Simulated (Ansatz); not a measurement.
## NaH and its competing phases

The calculation used Ansatz 0.2.0, DFT PBE, scalar-relativistic, plane waves, PAW. All cells share a 420 eV cutoff and Γ-centred k meshes spaced at most about 0.3 Å⁻¹ (2π included). No spin polarisation.

The zero of energy is the elements' standard structures at the same level (H₂ as a molecule); no fitted shifts are applied.

Temperature and zero-point effects are left out. Weakly bound directions are ill-defined at this level, which has no dispersion term (P-6m2), and this can change margins and order among such cells. With hydrogen, zero-point motion can shift formation energies by some tens of meV/atom.

The competitors are the elements and 1 reference phase of this chemical system (from databases or known types: NaH), relaxed at the same level; other known phases may be missing.

The candidate was reached from: random cell.

```yaml
crystal:
  lattice:
    - [3.72883, 0.00000, 0.00000]
    - [-1.86441, 3.22926, 0.00000]
    - [0.00000, 0.00000, 5.18789]
  atoms:
    - { symbol: Na, position: [0.00000, 0.00000, 0.50000] }
    - { symbol: H, position: [0.66667, 0.33333, 0.50000] }
```

**Question.** Is it stable, and against what?

**Answer.** Not the lowest form: another structure of the same formula lies lower. Its formation energy is -0.057 eV/atom. The lowest competing phase at this composition is this:

| phase | space group | source | share of atoms | ΔE_f (eV/atom) |
| --- | --- | --- | --- | --- |
| NaH | Fm-3m (No. 225) | COD | 1.0000 | -0.196 |

The candidate lies 139 meV/atom above this phase (140 meV/atom from unrounded values). The candidate matches no cell in the subsets of the Crystallography Open Database and the Materials Project at hand. It is metastable at best. Whether it is a true minimum wasn't tested by phonons.
